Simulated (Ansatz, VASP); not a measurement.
Given: the input of a run of VASP 6.6.1 on NiO.

INCAR

```
SYSTEM = NiO
  PREC = Accurate
  ENCUT = 600
  EDIFF = 1E-6
  ISMEAR = -1
  SIGMA = 0.05
  LREAL = .False.
  LASPH = .True.
  NELM = 120
  ALGO = Normal
  ISIF = 3
  LWAVE = .False.
  LCHARG = .False.
  ISPIN = 2
  MAGMOM = 1 0
  LORBIT = 11
  LMAXMIX = 4
  GGA = PS
  IBRION = 2
  NSW = 60
  EDIFFG = -0.01
```

File KPOINTS:

```
regular mesh
0
Gamma
  11 11 11
  0 0 0
```

File POSCAR:

```
NiO
1.0
    0.0000000000      2.0859016414      2.0859016414
    2.0859016414      0.0000000000      2.0859016414
    2.0859016414      2.0859016414      0.0000000000
Ni O
1 1
Direct
    0.0000000000      0.0000000000      0.0000000000
    0.5000000000      0.5000000000      0.5000000000
```

Potentials or basis: VASP PAW PBE potentials, release 64 (Ni, O).

The run is started by

```bash
$ cat potpaw_PBE.64/Ni/POTCAR potpaw_PBE.64/O/POTCAR > POTCAR
$ mpirun -np 1 vasp_std > vasp.out
```

**Question.** Set up the same calculation for Ansatz 0.2.0. Potentials there: Ansatz PAW.

**Answer.** As run (the cutoff follows the program's own potentials):

File input.yaml:

```yaml
crystal:
  lattice:
    - [0.0, 2.0859016414, 2.0859016414]
    - [2.0859016414, 0.0, 2.0859016414]
    - [2.0859016414, 2.0859016414, 0.0]
  atoms:
    - { symbol: Ni, position: [0.0, 0.0, 0.0], spin: 1.0 }
    - { symbol: O, position: [0.5, 0.5, 0.5] }
hamiltonian:
  xc: pbesol
  pseudopotentials: { kind: paw }
magnetization:
  spin_polarized: true
kpoints:
  mp_grid: { grid: [11, 11, 11] }
scf:
  occupations: { method: fermi_dirac, width: 0.05 }
output:
  forces: true
  stress: true
relax:
  f_tol: 0.01
  max_steps: 40
  cell: { stress_tol: 0.05 }
```

Potentials or basis: Ansatz PAW.

Run with:

```console
$ ansatz run input.yaml --threads 2 --pin off --max-ram 5632MiB --backend cpu --events-out ev --progress --plain --runs-dir out
```

Both were run:

|  | VASP | Ansatz | Ansatz less VASP |
| --- | --- | --- | --- |
| net moment per atom (μB) | 0.62 | 0.64 | +0.021 |
| size of the moment on the site where the two differ most (μB) | 0.17 | 0.19 | +0.017 |
| relaxed volume (Å³/atom) | 8.71 | 8.73 | +0.016 |
| relaxed cell length with the largest relative difference (Å) | 2.910 | 2.911 | +0.0017 |
| energy change over the relaxation (meV/atom) | -9 | -8 | +0.8 |

Site moments also hang on the region over which each program counts them. The two sets of potentials don't hold the same shells in valence.

Caveats: a cell with one magnetic atom can't hold antiferromagnetic order, which such compounds often take; the PAW data sets were made with another functional, which shifts forces and pressure a little (VASP); semilocal functionals often make such compounds metallic where correlation or magnetic order opens a gap, which also shifts bond lengths (VASP); the plane-wave basis is chosen anew once the cell has moved, so the energies of steps on either side of that aren't comparable (Ansatz); the pressure holds a Pulay correction of +0.8 GPa for the finite cutoff (Ansatz); the PAW data sets come from PBE, with cores solved anew for the run's functional, which leaves a small shift of forces and pressure (Ansatz). With open d or f shells a metallic result of PBEsol can be an artefact of self-interaction; +U or a hybrid may open a gap.
